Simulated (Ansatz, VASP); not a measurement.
**SiO2: VASP beside Ansatz**

```xyz
6
Lattice="4.1667 0.0000 0.0000 0.0000 4.1667 0.0000 0.0000 0.0000 2.6911" Properties=species:S:1:pos:R:3 pbc="T T T"
Si    0.0000    0.0000    0.0000
Si    2.0833    2.0833    1.3456
O     1.2719    1.2719    0.0000
O     0.8114    3.3553    1.3456
O     2.8948    2.8948    0.0000
O     3.3553    0.8114    1.3456
```

Change from the starting cell: z stretched by +1 %, ions relaxed.

Alike in both runs: functional PBE; k mesh 7 × 7 × 11; occupations fermi-dirac, width 0.02 eV; no spin polarisation.

Ansatz relaxed the structure, and its values are those at the end. VASP's run is a single point on that final structure, the one shown.

|  | VASP | Ansatz |
| --- | --- | --- |
| version | VASP 6.6.1 | Ansatz 0.2.0 |
| potentials or method | VASP PAW PBE potentials, release 64 (Si, O) | plane-wave PAW, scalar-relativistic |
| plane-wave cutoff (eV) | 520 | 420 |
| valence electrons in the cell | 32 | 32 |

|  | VASP | Ansatz | Ansatz less VASP |
| --- | --- | --- | --- |
| gap on the k mesh at the Fermi level (eV) | 5.47 | 5.49 | +0.014 |
| pressure (GPa) | 8.9 | 8.8 | -0.16 |
| rms of the force components (eV/Å) | 0.003 | 0.003 | +0.0003 |

With one functional, cell and mesh, what is left measures potentials, basis and numerics. Ansatz warned: «stress_scf_threshold_loose».

Caveats: an odd mesh through Γ misses points on the zone boundary, where band edges often lie.
